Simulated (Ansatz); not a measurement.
CuI (Marshite):

```
I Cu
1.0
     0.00000    3.03150    3.03150
     3.03150    0.00000    3.03150
     3.03150    3.03150    0.00000
I Cu
1 1
Direct
  0.00000 0.00000 0.00000
  0.75000 0.75000 0.75000
```

Base run:

| Item | Value |
| --- | --- |
| Program | Ansatz 0.2.0 |
| Functional | PBEsol |
| Potentials or basis | all-electron LAPW, scalar-relativistic |
| Cutoff | 283 eV (chosen from the basis error) |
| Basis error allowed | 0.001 eV/atom |
| k mesh | 6 × 6 × 6 |
| Occupations | fermi-dirac, width 0.05 eV |
| Spin | no spin polarisation |

Its results: band gap on the k mesh 1.01 eV, direct; pressure -2.6 GPa.

Question: The run is repeated on the same cell with these changes: potentials or basis from all-electron LAPW, scalar-relativistic to all-electron LAPW, relativistic spinors; spin from no spin polarisation to spin-orbit coupling, no magnetisation. What comes out?

Answer: Band gap on the k mesh 0.85 eV, direct; pressure -2.5 GPa.

Spin-orbit coupling splits the band edges, which narrows the gap.

Caveats: spin-orbit coupling is left out, which moves the levels of the heavy elements (some runs).
